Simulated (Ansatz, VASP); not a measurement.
# HfO2 in VASP and in Ansatz

The input INCAR:

```
SYSTEM = HfO2
ALGO = Normal
EDIFF = 1E-6
ENCUT = 520
GGA = PE
ISIF = 2
ISMEAR = 0
LASPH = .TRUE.
LCHARG = .FALSE.
LREAL = .FALSE.
LWAVE = .FALSE.
NBANDS = 18
NELM = 60
PREC = Accurate
SIGMA = 0.05
```

KPOINTS

```
k-points
0
G
  8 8 8
  0 0 0
```

The input POSCAR:

```
HfO2
1.0
    0.0000000000      2.5575000000      2.5575000000
    2.5575000000      0.0000000000      2.5575000000
    2.5575000000      2.5575000000      0.0000000000
Hf O
1 2
Direct
    0.0000000000      0.0000000000      0.0000000000
    0.2584655465      0.2584655465      0.2584655465
    0.7415344535      0.7415344535      0.7415344535
```

Input for Ansatz:

```yaml
crystal:
  lattice:
    - [0.0, 2.5575, 2.5575]
    - [2.5575, 0.0, 2.5575]
    - [2.5575, 2.5575, 0.0]
  atoms:
    - { symbol: Hf, position: [0.0, 0.0, 0.0] }
    - { symbol: O, position: [0.2584655465, 0.2584655465, 0.2584655465] }
    - { symbol: O, position: [0.7415344535, 0.7415344535, 0.7415344535] }
basis:
  ecutwfc: 420
kpoints:
  mp_grid: { grid: [8, 8, 8] }
hamiltonian:
  xc: pbe
scf:
  occupations: { method: gaussian, width: 0.05 }
output:
  forces: true
  stress: true
  eigenvalues: true
  write_density: true
  write_potential: true
  elf: true
  volumetric_format: npy
```

Change from the starting cell: mode 7 (554.9 1/cm) frozen in, largest displacement +0.075 Å.

Alike in both runs: task single point; functional PBE; k mesh 8 × 8 × 8; occupations gaussian, width 0.05 eV; no spin polarisation.

```csv
,VASP,Ansatz
version,VASP 6.6.1,Ansatz 0.2.0
potentials or method,"VASP PAW PBE potentials, release 64 (Hf_pv, O)","scalar-relativistic, plane waves, PAW"
plane-wave cutoff (eV),520,420
valence electrons in the cell,22,38
```

Ansatz gave:

| Quantity | Value |
| --- | --- |
| gap on the k mesh at the Fermi level (eV) | 3.75 |
| least direct gap on the mesh (eV) | 3.75 |
| pressure (GPa) | -1.4 |
| largest component of the traceless stress (GPa) | 2.57 |
| rms of the force components (eV/Å) | 0.584 |

Question: Which values does VASP return?

Answer: gap on the k mesh at the Fermi level (eV): 3.76; least direct gap on the mesh (eV): 3.76; pressure (GPa): -4.9; largest component of the traceless stress (GPa): 2.31; rms of the force components (eV/Å): 0.576.

Atom by atom the forces differ by 0.008 eV/Å (rms over components). The functional is the same, so the differences come from potentials, cutoffs and numerics. The two sets of potentials don't hold the same shells in valence.

Caveats: spin-orbit coupling is left out, which moves the levels of the heavy elements; forces of over 1 eV/Å show positions far from the minimum, so gaps and moduli don't describe the material at rest. A k mesh can miss the band edges.
